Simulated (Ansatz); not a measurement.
# BN: energy along a strain

BN, F-43m, a = 3.626 Å (as given, not relaxed at this level: -14.2 GPa). The compound has several low-lying forms, and this is one of them. Ansatz: LDA, PAW, 420 eV, Γ-centred 12×12×12 mesh on 2 atoms, Gaussian smearing 0.05 eV; no spin polarisation. Cell vectors (Å): 0.000 1.813 1.813; 1.813 0.000 1.813; 1.813 1.813 0.000. The cell is strained by x per cent times the pattern (0 0 0 0 1 0) in the order xx yy zz yz xz xy (engineering shears), with fractional coordinates held. y is the free energy over the start, V0 = 5.959 Å³/atom. Symmetry makes y even in x.

| x (%) | y (meV/atom) |
| --- | --- |
| -4.00 | 12.64 |
| -2.00 | 3.10 |
| 0.00 | 0.00 |
| 0.50 | ? |
| 1.00 | 0.70 |
| 1.50 | 1.70 |
| 2.50 | 4.88 |
| 3.00 | 7.08 |
| 3.50 | 9.68 |

Fit y = c2 x² + c4 x⁴ to the other rows, get the stiffness along the pattern, and predict the missing energy.

Least squares on the rows shown. y = 0.7738 x² + 0.001115 x⁴. The clamped-ion stiffness p·C·p = 2 × 7.738 eV × 160.2 / 5.959 Å³ = 416 GPa, which is C55 in these axes (C44 of the cubic crystal) (second derivative at the start, which stands under stress). At x = 0.50 the fit asked for gives 0.19 meV/atom. The run gave 0.13 meV/atom, so the fit is 0.06 meV/atom too high, within twice the rms miss on the fitted rows (0.04 meV/atom).